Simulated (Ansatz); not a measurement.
**H2O on Zn(0001): dissociation, with H14 leaving for a neighbouring site**

How high is the barrier for the dissociation, with H14 leaving for a neighbouring site? Relax the two ends, then run a nudged elastic band between them. The slab cell is 2×2, 3 layers thick, and the adsorbate is set down on it by hand.

Method: DFT PBE+D3(BJ), plane waves, PAW, scalar-relativistic, no spin polarisation, in Ansatz 0.2.0.

## (1) Starting point

The cell holds 15 atoms (H2OZn12): a = 5.320 Å, b = 5.320 Å, c = 17.937 Å, α = 90.00°, β = 90.00°, γ = 60.00°.

Coordinates:

```cif
data_structure
_symmetry_space_group_name_H-M 'P 1'
_symmetry_Int_Tables_number 1
_cell_length_a 5.3200
_cell_length_b 5.3200
_cell_length_c 17.9370
_cell_angle_alpha 90.000
_cell_angle_beta 90.000
_cell_angle_gamma 60.000
_cell_volume 439.65
loop_
_atom_site_label
_atom_site_type_symbol
_atom_site_fract_x
_atom_site_fract_y
_atom_site_fract_z
_atom_site_occupancy
Zn1 Zn 0.00000 0.00000 0.05575 1
Zn2 Zn 0.50000 0.00000 0.05575 1
Zn3 Zn 0.00000 0.50000 0.05575 1
Zn4 Zn 0.50000 0.50000 0.05575 1
Zn5 Zn 0.83333 0.33333 0.19337 1
Zn6 Zn 0.33333 0.33333 0.19337 1
Zn7 Zn 0.83333 0.83333 0.19337 1
Zn8 Zn 0.33333 0.83333 0.19337 1
Zn9 Zn 0.00000 0.00000 0.33099 1
Zn10 Zn 0.50000 0.00000 0.33099 1
Zn11 Zn 0.00000 0.50000 0.33099 1
Zn12 Zn 0.50000 0.50000 0.33099 1
O1 O 0.47568 0.76733 0.40904 1
H1 H 0.67914 0.65861 0.42019 1
H2 H 0.41974 0.96485 0.42019 1
```

## (2) Relaxing end A

input.yaml reads:

```yaml
crystal:
  lattice:
    - [5.32, 0.0, 0.0]
    - [2.66, 4.607255, 0.0]
    - [0.0, 0.0, 17.93696]
  atoms:
    - { symbol: Zn, position: [0.0, 0.0, 0.0557508] }
    - { symbol: Zn, position: [0.5, 0.0, 0.0557508] }
    - { symbol: Zn, position: [0.0, 0.5, 0.0557508] }
    - { symbol: Zn, position: [0.5, 0.5, 0.0557508] }
    - { symbol: Zn, position: [-0.1666667, 0.3333333, 0.1933706] }
    - { symbol: Zn, position: [0.3333333, 0.3333333, 0.1933706] }
    - { symbol: Zn, position: [-0.1666667, 0.8333333, 0.1933706] }
    - { symbol: Zn, position: [0.3333333, 0.8333333, 0.1933706] }
    - { symbol: Zn, position: [0.0, 0.0, 0.3309903] }
    - { symbol: Zn, position: [0.5, 0.0, 0.3309903] }
    - { symbol: Zn, position: [0.0, 0.5, 0.3309903] }
    - { symbol: Zn, position: [0.5, 0.5, 0.3309903] }
    - { symbol: O, position: [0.4756772, 0.7673265, 0.4090414] }
    - { symbol: H, position: [0.6791388, 0.6586078, 0.4201916] }
    - { symbol: H, position: [0.4197441, 0.964851, 0.4201916] }
basis:
  ecutwfc: 420.0
kpoints:
  mp_grid: { grid: [5, 5, 1] }
hamiltonian:
  xc: pbe
  dispersion: d3bj
scf:
  occupations: { method: gaussian, width: 0.05 }
  lower_state_search: "off"
relax:
  f_tol: 0.03
  max_steps: 60
  adjacent_minimum: "off"
  constraints: [{ sites: [0, 1, 2, 3] }]
output:
  write_density: true
  write_potential: true
  elf: true
  volumetric_format: npy
```

On the command line:

```sh
ansatz run input.yaml --threads 4 --pin off --max-ram 10240MiB --backend cpu --events-out ev --progress --plain --runs-dir out
```

Output, shortened:

```text
Warning: RAYON_NUM_THREADS=4 ignored (pool sized by the plan → 4); use --threads N
[...]
Pseudopotentials: kind: paw
Pseudopotential: Zn, paw, valence charge 12, recommended cutoff 420 eV (normal), Zn.paw.azcp
Pseudopotential: O, paw, valence charge 6, recommended cutoff 420 eV (normal), O.paw.azcp
Pseudopotential: H, paw, valence charge 1, recommended cutoff 420 eV (normal), H.paw.azcp
Functional definition: PBE
[...]
Crystal: 15 atoms, lattice volume = 439.646 Å³
Basis set: ecut = 420 eV, 8561 PW (Γ), exchange–correlation on 72×72×240 points (8 copies of the dense FFT grid, shifted against one another)
Bands: 92, of which v1, the nominal top of the filled ones, is band 76 counted from 1 (75 counted from 0)
Symmetry: 1 space group operations
[...]
relax step   7: F+E_penalty+E_count = -40430.19471443 eV  Δ(F+E_penalty+E_count) = -7.429e-2 eV  max|allowed force component| = 3.156e-1 eV/Å  Δτ_max = 0.2000 Å  (7 SCF iters, dr2 threshold 1.00e-4 eV, accepted)
[...]
relax step  10: F+E_penalty+E_count = -40430.26127807 eV  Δ(F+E_penalty+E_count) = -1.130e-2 eV  max|allowed force component| = 7.328e-2 eV/Å  Δτ_max = 0.1951 Å  (11 SCF iters, accepted)
[...]
relax step  13: F+E_penalty+E_count = -40430.27462854 eV  Δ(F+E_penalty+E_count) = -2.678e-3 eV  max|allowed force component| = 1.380e-1 eV/Å  Δτ_max = 0.1025 Å  (6 SCF iters, dr2 threshold 9.31e-6 eV, accepted)
[...]
relax step  14: F+E_penalty+E_count = -40430.27636908 eV  Δ(F+E_penalty+E_count) = -1.741e-3 eV  max|allowed force component| = 5.964e-2 eV/Å  Δτ_max = 0.0738 Å  (7 SCF iters, dr2 threshold 5.54e-6 eV, accepted)
[...]
```

## (3) The output, continued: end point A relaxed

Output, continued:

```text
relax step  15: F+E_penalty+E_count = -40430.27672156 eV  Δ(F+E_penalty+E_count) = -3.525e-4 eV  max|allowed force component| = 3.051e-2 eV/Å  Δτ_max = 0.0448 Å  (9 SCF iters, accepted)
preconditioner: auto → LDOS  [metal: Δε(μ)=0.050 eV  Ē_g=10.354 eV  σ=0.050 eV  W_gap=0.50  n_scr=78 (ndim 8)  ℏωp=21.8 eV  f_vac=0.492  D(μ)=8.38/eV (n_scr^D=52)  β→1.0]
relax step  16: F+E_penalty+E_count = -40430.27681698 eV  Δ(F+E_penalty+E_count) = -9.543e-5 eV  max|allowed force component| = 2.486e-2 eV/Å  Δτ_max = 0.0107 Å  (7 SCF iters, accepted)
NSCF: frozen V_eff on 13 k-points
the band table was solved once a step of the walk had ended and its energy, with any forces and stress, was formed, with the checks that follow a solve (6348 applications of the Hamiltonian). They found nothing against the state; the energy, forces and stress were not computed again (output.eigenvalues in the input reference)
WARN: The output density's exchange-correlation potential varies sharply where the density is thin. Do not read a vacuum level from v_tot or v_xc, or from such a field of the output density. On a cell that repeats whose density bears no net charge and no dipole along the vacuum's axis use v_es (v_loc + v_h of the components); under efield.dipole_correction with no amplitude use v_es + v_field, which holds any external_charges[].barrier, or the levels of the report's work_function block, which leave it out; under a non-zero efield.amplitude the vacuum is tilted and has no level; on a cell that repeats and bears such a dipole with no correction it is tilted too, and efield.dipole_correction with no amplitude gives each side of its ramp a level where efield: is served; in a cell that repeats whose density bears a net charge (total_charge, or a fill off its count) it is curved and has none; of a slab under crystal.periodic whose density bears no net charge use v_es, which has a level on each side, short of where the two are joined; of another it falls or rises all the way out and has none; of a slab beside external_charges read slab_vacuum_level instead, which it has where they leave it neutral. The grid or the basis barely resolves most such structure, and the values can differ between equally converged runs; as a rule a tighter scf.convergence.dr2_threshold does not remove it. Where the density itself ripples (under the LDA too) a higher basis.ecutwfc lessens it. The files hold the spikes' plane waves up to the density's cutoff. Files: v_tot_of_output_density and the like, and their columns of v_z.tsv (output.write_potential); v_xc_of_output_density and the like, and their columns of v_comp_z.tsv (output.write_potential_components). Measured: with its Gaussian average of σ = 0.25 Å subtracted twice, the exchange-correlation potential is over 0.1 eV at 980 of the grid points where the equally averaged density (valence and model cores) is under 1e-3 e/Å³, and 0.626 eV at the most among them, at an averaged density of 9.2e-4 e/Å³. The input density's (outcome.potential() and, of a run that writes arrays, v_tot and v_xc) is over 0.1 eV, so measured, at 1027 points of its own thin density, 0.627 eV at the most. See output.write_potential in the manual, Limitations
Free energy (F): -40430.276817 eV
Harris-Foulkes:  -40430.276817 eV  (|F-HF|=5.71e-8)
Internal energy: -40430.266324 eV  (E = F + TS)
[...]
E sigma→0 (E₀):  -40430.271571 eV
Entropy (-TS):   -0.010493 eV (-0.700 meV/atom)
Fermi energy:    2.678172 eV
--- Per-component energies (eV) ---
  E_band       = -679.069287
  E_kinetic    = 1771.815607
  E_local      = -104454.974588  (includes V_loc(G=0)·N_el)
  E_nonlocal   = 7376.225412
  E_hartree    = 50053.970626
  E_xc         = -1741.108317
  E_vxc        = -744.137207  (∫ρ·V_xc dr)
  E_paw        = -22055.606356  (= ΣΔE_a)
  E_vpaw       = -4735.929587  (= ΣTr[D̂ρ^β])
  E_aug_tail   = -0.004431  (compensation charges beyond the density's cutoff)
  E_ewald      = 28623.139694
  E_disp       = -3.723971  (pairwise vdW)
  E_smearing   = -0.010493  (= −TS)
  E_closure    = -0.000000  (closes the sum)
  Σ components = -40430.276817   (vs F -40430.276817, Δ=0.00e0)
--- Forces (eV/Å), atoms counted from 1 ---
  atom   1  Zn     0.01693155     0.00609049     0.01617078
  atom   2  Zn    -0.01547396     0.00218878     0.02012084
  atom   3  Zn    -0.00452245    -0.01137115     0.01830693
  atom   4  Zn     0.00249468     0.00371861    -0.05444745
  atom   5  Zn    -0.00193747     0.00168459    -0.00267132
  atom   6  Zn     0.00199591     0.00221376    -0.00418125
  atom   7  Zn     0.00022874    -0.00101839    -0.00095284
  atom   8  Zn    -0.00053165    -0.00312324    -0.00242559
  atom   9  Zn     0.00091753    -0.00234278     0.00466331
  atom  10  Zn    -0.00068240    -0.00507761     0.00413556
  atom  11  Zn    -0.00308749     0.00276212     0.00422283
  atom  12  Zn     0.00265798     0.00414149    -0.00302572
  atom  13  O     -0.00479643     0.02486497    -0.00149934
  atom  14  H      0.00206974    -0.00034855    -0.00107176
  atom  15  H      0.00374816    -0.02440008     0.00267853
  max |Σ_I F_I| component: 2.35e-5 eV/Å
--- Band table (eV; the first three rows and the last of 13) ---
  k-point 0: bands = ["-19.4810", "-7.5475", "-7.1656", "-6.2368", "-5.9552", "-5.8083", "-5.8079", "-5.8029", "-5.6824", "-5.6754", "-5.6740", "-5.6398", "-5.6127", "-5.6100", "-5.4760", "-5.4752", "-5.4747", "-5.3201", "-5.2923", "-5.2887", "-5.1848", "-5.0644", "-5.0633", "-5.0599", "-5.0547", "-5.0520", "-4.9132", "-4.9130", "-4.8792", "-4.8791", "-4.8685", "-4.8548", "-4.8535", "-4.7102", "-4.7075", "-4.7063", "-4.6895", "-4.6156", "-4.6151", "-4.5735", "-4.5631", "-4.5611", "-4.4365", "-4.4334", "-4.4317", "-4.4268", "-4.4249", "-4.4214", "-4.4208", "-4.4131", "-4.4061", "-4.4044", "-4.4035", "-4.3823", "-4.3818", "-4.2793", "-4.2792", "-4.2729", "-4.1506", "-4.1347", "-4.1346", "-4.1261", "-4.1224", "-4.1219", "-3.5968", "-2.5041", "-1.4679", "0.0263", "0.0322", "0.0530", "0.6193", "0.7131", "0.7199", "0.7368", "1.1751", "1.2247", "1.2346", "3.0588", "3.0646", "3.1595", "4.0732", "4.3602", "4.3648", "4.4683", "5.0197", "5.0493", "5.1817", "5.5620", "6.3409", "7.2494", "7.3864", "7.6965"]
  k-point 1: bands = ["-19.4805", "-7.2618", "-7.1714", "-6.0075", "-5.8243", "-5.7757", "-5.7118", "-5.7089", "-5.6300", "-5.6114", "-5.6082", "-5.5937", "-5.5456", "-5.5310", "-5.4299", "-5.4053", "-5.4022", "-5.2825", "-5.2566", "-5.2444", "-5.1710", "-5.0887", "-5.0668", "-5.0578", "-5.0204", "-4.9898", "-4.9820", "-4.9077", "-4.8872", "-4.8692", "-4.8577", "-4.8486", "-4.8375", "-4.8116", "-4.7557", "-4.7535", "-4.7427", "-4.6305", "-4.6141", "-4.6035", "-4.5750", "-4.5602", "-4.5039", "-4.4890", "-4.4847", "-4.4807", "-4.4651", "-4.4565", "-4.4518", "-4.4450", "-4.4247", "-4.4238", "-4.4133", "-4.3832", "-4.3613", "-4.3561", "-4.3476", "-4.2910", "-4.2514", "-4.2431", "-4.2264", "-4.2205", "-4.2094", "-4.1990", "-3.6120", "-2.3594", "-2.2099", "-1.4196", "-0.7449", "-0.7377", "-0.6200", "0.7557", "0.7686", "0.9807", "1.6998", "1.9806", "2.0140", "3.7333", "3.7908", "4.0807", "4.1365", "4.1770", "4.4122", "5.2664", "5.8005", "5.9546", "6.3948", "6.4524", "6.6277", "6.9654", "7.0571", "7.6249"]
  k-point 2: bands = ["-19.4796", "-7.1874", "-6.4740", "-5.8089", "-5.5800", "-5.5573", "-5.5313", "-5.5035", "-5.4934", "-5.4885", "-5.4588", "-5.4558", "-5.3973", "-5.3718", "-5.3141", "-5.2123", "-5.1931", "-5.1858", "-5.1695", "-5.1591", "-5.1513", "-5.1363", "-5.1239", "-5.1085", "-5.0977", "-4.9402", "-4.9295", "-4.9275", "-4.9200", "-4.8959", "-4.8806", "-4.8743", "-4.8321", "-4.8152", "-4.7979", "-4.7645", "-4.7315", "-4.7285", "-4.6997", "-4.6783", "-4.6678", "-4.6466", "-4.6451", "-4.6297", "-4.6239", "-4.6195", "-4.6103", "-4.5895", "-4.5667", "-4.5524", "-4.5469", "-4.5207", "-4.5168", "-4.4716", "-4.4576", "-4.4266", "-4.3999", "-4.3824", "-4.3632", "-4.3356", "-4.3309", "-4.2851", "-4.2838", "-4.1262", "-3.8617", "-3.6060", "-2.6864", "-1.9196", "-1.1998", "-1.1950", "-1.0369", "0.0230", "0.3585", "0.3799", "2.0128", "2.6630", "2.7535", "3.6130", "4.8159", "4.8283", "5.2183", "6.1194", "6.1816", "6.4143", "6.6772", "6.7447", "6.9335", "7.4441", "7.5270", "7.5360", "7.6736", "7.9639"]
  k-point 12: bands = ["-19.4792", "-7.2021", "-5.9054", "-5.8657", "-5.4697", "-5.4509", "-5.4410", "-5.4382", "-5.4137", "-5.4073", "-5.3815", "-5.3572", "-5.3187", "-5.2793", "-5.2473", "-5.2315", "-5.2242", "-5.2058", "-5.1961", "-5.1842", "-5.1243", "-5.1105", "-5.1052", "-5.1031", "-5.0465", "-5.0148", "-5.0034", "-4.9671", "-4.9442", "-4.9244", "-4.9063", "-4.8915", "-4.8806", "-4.8789", "-4.8771", "-4.8576", "-4.8327", "-4.8085", "-4.7724", "-4.7577", "-4.7386", "-4.7213", "-4.6925", "-4.6594", "-4.6466", "-4.6305", "-4.5999", "-4.5904", "-4.5744", "-4.5701", "-4.5116", "-4.4880", "-4.4768", "-4.4671", "-4.4545", "-4.4421", "-4.4180", "-4.4067", "-4.4007", "-4.3700", "-4.3403", "-4.3283", "-4.2575", "-4.2440", "-3.6471", "-3.1914", "-3.1346", "-3.1030", "-1.9529", "-1.5229", "-0.5602", "-0.3259", "0.8461", "1.1592", "2.7177", "2.8930", "3.0982", "3.8165", "4.2212", "4.5308", "5.3350", "5.5883", "5.9245", "6.0551", "6.1340", "7.2037", "7.4084", "7.7580", "7.9442", "8.2422", "8.2844", "8.3323"]
--- Relaxed structure (16 steps of the walk, 16 accepted, 0 SCFs on fresh bases) ---
  F+E_penalty+E_count = -40430.27681698 eV   max|allowed force component| = 2.486e-2 eV/Å
  atoms:
    - { symbol: Zn, position: [0.0, 0.0, 0.055750799999999996] }
    - { symbol: Zn, position: [0.5, 0.0, 0.055750799999999996] }
    - { symbol: Zn, position: [2.7755575615628914e-17, 0.49999999999999994, 0.055750799999999996] }
    - { symbol: Zn, position: [0.5, 0.49999999999999994, 0.055750799999999996] }
    - { symbol: Zn, position: [-0.1677629965533762, 0.33386506109599545, 0.18720436481261216] }
    - { symbol: Zn, position: [0.33346977429475133, 0.33380962690605376, 0.1870007915597199] }
    - { symbol: Zn, position: [-0.16675306028650677, 0.8335460025011154, 0.18612863460194987] }
    - { symbol: Zn, position: [0.3340030519023753, 0.8320701317103095, 0.18736902049598536] }
    - { symbol: Zn, position: [-0.0002612529037879965, 0.00027687272505557347, 0.315731026603822] }
    - { symbol: Zn, position: [0.5000012991037768, 0.0002655071867662023, 0.3154916749705647] }
    - { symbol: Zn, position: [0.0002360252951913444, 0.500162697421119, 0.3155572243781592] }
    - { symbol: Zn, position: [0.4997958770662005, 0.4975856298962954, 0.3262363225562654] }
    - { symbol: O, position: [0.501439950675138, 0.5493815224614771, 0.4709958579978431] }
    - { symbol: H, position: [0.6871484475179381, 0.5440049098165846, 0.4713671699102366] }
    - { symbol: H, position: [0.36027347394945297, 0.7559465889835351, 0.4674172431503085] }
```

Wall time 75 s (4 threads of AMD EPYC 9R45 (Zen 5), shared host); peak memory 1.5 GiB.

Step by step:

| step | energy from step 1 (eV/cell) | largest force component (eV/Å) |
| --- | --- | --- |
| 1 | 0.0000 | 4.6880 |
| 2 | -1.3620 | 3.0072 |
| 3 | -2.3016 | 1.7155 |
| 4 | -2.7290 | 1.0291 |
| 5 | -2.9097 | 0.6046 |
| 6 | -2.9998 | 0.9648 |
| 7 | -3.0741 | 0.3156 |
| 8 | -3.1103 | 0.0977 |
| 9 | -3.1294 | 0.0926 |
| 10 | -3.1407 | 0.0733 |
| 11 | -3.1473 | 0.3319 |
| 12 | -3.1514 | 0.1789 |
| 13 | -3.1540 | 0.1380 |
| 14 | -3.1558 | 0.0596 |
| 15 | -3.1561 | 0.0305 |
| 16 | -3.1562 | 0.0249 |

Step 1 is the start. 4 atoms are held fixed.

The largest move, 1.56 Å, is shared by several atoms, O13 among them.

## (4) Relaxing end B

The second end starts from a geometry with the move made by hand.

input.yaml reads:

```yaml
crystal:
  lattice:
    - [5.32, 0.0, 0.0]
    - [2.66, 4.607255, 0.0]
    - [0.0, 0.0, 17.93696]
  atoms:
    - { symbol: Zn, position: [0.0, 0.0, 0.05575081] }
    - { symbol: Zn, position: [0.5, 0.0, 0.05575081] }
    - { symbol: Zn, position: [-1.0e-08, 0.50000002, 0.05575081] }
    - { symbol: Zn, position: [0.49999999, 0.50000002, 0.05575081] }
    - { symbol: Zn, position: [-0.16666667, 0.33333334, 0.19337056] }
    - { symbol: Zn, position: [0.33333333, 0.33333334, 0.19337056] }
    - { symbol: Zn, position: [-0.16666668, 0.83333336, 0.19337056] }
    - { symbol: Zn, position: [0.33333332, 0.83333336, 0.19337056] }
    - { symbol: Zn, position: [0.0, 0.0, 0.33099031] }
    - { symbol: Zn, position: [0.5, 0.0, 0.33099031] }
    - { symbol: Zn, position: [-1.0e-08, 0.50000002, 0.33099031] }
    - { symbol: Zn, position: [0.49999999, 0.50000002, 0.33099031] }
    - { symbol: O, position: [0.49999999, 0.75000002, 0.40904144] }
    - { symbol: H, position: [0.33333333, 0.33333334, 0.3505031] }
    - { symbol: H, position: [0.44406692, 0.94752458, 0.43134177] }
basis:
  ecutwfc: 420.0
kpoints:
  mp_grid: { grid: [5, 5, 1] }
hamiltonian:
  xc: pbe
  dispersion: d3bj
scf:
  occupations: { method: gaussian, width: 0.05 }
  lower_state_search: "off"
relax:
  f_tol: 0.03
  max_steps: 60
  adjacent_minimum: "off"
  constraints: [{ sites: [0, 1, 2, 3] }]
output:
  write_density: true
  write_potential: true
  elf: true
  volumetric_format: npy
```

On the command line:

```sh
ansatz run input.yaml --threads 4 --pin off --max-ram 10240MiB --backend cpu --events-out ev --progress --plain --runs-dir out
```

Output, shortened:

```text
Warning: RAYON_NUM_THREADS=4 ignored (pool sized by the plan → 4); use --threads N
[...]
[... 5 set-up lines as earlier in the session ...]
[...]
Crystal: 15 atoms, lattice volume = 439.646 Å³
[...]
relax step  11: F+E_penalty+E_count = -40429.41805009 eV  Δ(F+E_penalty+E_count) = -2.347e-4 eV  max|allowed force component| = 2.552e-2 eV/Å  Δτ_max = 0.0174 Å  (5 SCF iters, dr2 threshold 3.99e-6 eV, accepted)
[...]
relax step  12: F+E_penalty+E_count = -40429.41805101 eV  Δ(F+E_penalty+E_count) = -9.213e-7 eV  max|allowed force component| = 2.592e-2 eV/Å  Δτ_max = 0.0000 Å  (3 SCF iters, accepted)
NSCF: frozen V_eff on 13 k-points
[...]
```

(Part 1 of 3 ends here.)
